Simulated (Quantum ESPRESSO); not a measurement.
The system is CdSe.

```
Cd Se
1.0
     0.00000    3.07027    3.07027
     3.07027    0.00000    3.07027
     3.07027    3.07027    0.00000
Cd Se
1 1
Direct
  0.00000 0.00000 0.00000
  0.25000 0.25000 0.25000
```

Measurements of this composition are mostly on another form, of space group No. 186.

Base run:

| Quantity | Value |
| --- | --- |
| Program | Quantum ESPRESSO 7.5 |
| Functional | r2SCAN |
| Potentials or basis | SG15 PBE 1.2 |
| Cutoff | 952 eV |
| Density cutoff | 3810 eV |
| k mesh | 6 × 6 × 6 |
| Occupations | fermi-dirac, width 0.05 eV |
| Spin | no spin polarisation |

Its results: band gap on the k mesh 0.84 eV, direct; pressure -0.1 GPa.

Problem. The run is repeated on the same cell with these changes: functional from r2SCAN to PBE. What comes out?

Solution. Band gap on the k mesh 0.54 eV, direct; pressure 1.4 GPa.

r2SCAN gives the wider gap, since meta-GGAs in the generalised Kohn-Sham scheme recover part of the derivative discontinuity.

Caveats: the potentials were made for another functional, which shifts forces and pressure (some runs).

Not every run made on this cell is shown here.
